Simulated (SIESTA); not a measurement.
Runs of SIESTA 5.4.2 on TiO2. Symmetry: C2/m, No. 12, monoclinic system. The conventional cell has a = 12.307 Å, b = 3.767 Å, c = 6.616 Å, α = 90.00°, β = 106.95°, γ = 90.00°. Ti (site symmetry m) is surrounded by 4 O at 1.86 to 1.94 Å. Ti (site symmetry m) is surrounded by 5 O at 1.78 to 2.03 Å. O (site symmetry m) has 3 Ti at 1.94 to 2.03 Å as nearest neighbours. O (site symmetry m) has 3 Ti at 1.96 to 2.16 Å as nearest neighbours. Around O (site symmetry m) lie 2 Ti at 1.78 to 1.87 Å. Around O (site symmetry m) lie 2 Ti at 1.86 to 1.93 Å. The cell comes from a database or a generator and needn't be the stable form of this composition.

```csv
task,level,potentials or basis,k mesh,gap on the mesh (eV),pressure (GPa),V0 of scaled cells (Å³/atom),B0 (GPa),largest force (eV/Å)
equation of state,LDA,"PseudoDojo 0.4 standard (LDA files), DZP (energy shift 0.003 Ry; two zetas on semicore shells)",6 × 6 × 3,-,-,(c),219,-
band structure,PBEsol,"PseudoDojo 0.4 standard (PBEsol files), DZP (energy shift 0.003 Ry; two zetas on semicore shells)",8 × 8 × 4,(a),-4.0,-,-,0.17
band structure,LDA,"PseudoDojo 0.4 standard (LDA files), DZP (energy shift 0.003 Ry; two zetas on semicore shells)",6 × 6 × 3,2.61,-8.7,-,-,0.23
band structure,LDA,"PseudoDojo 0.4 standard (LDA files), DZP (energy shift 0.003 Ry; two zetas on semicore shells)",8 × 8 × 4,(b),-8.7,-,-,0.23
equation of state,PBEsol,"PseudoDojo 0.4 standard (PBEsol files), DZP (energy shift 0.003 Ry; two zetas on semicore shells)",6 × 6 × 3,-,-,11.98,205,-
```

Alike in all rows: no spin polarisation; cell as given; smearing fermi-dirac 0.05 eV; grid cutoff 800 Ry; energy shift 0.003 Ry.

Problem. Fill in the values left out.

Solution. (a) 2.62; (b) 2.58; (c) 11.70.

Caveats: the basis of atomic orbitals isn't converged, which shifts pressures, moduli and gaps; the cell was scaled at fixed shape and fractional positions, which overstates the stiffness of a crystal with free parameters, most of all of layers and chains (some runs).

A k mesh can miss the band edges.

Not every run made on this cell is shown here.
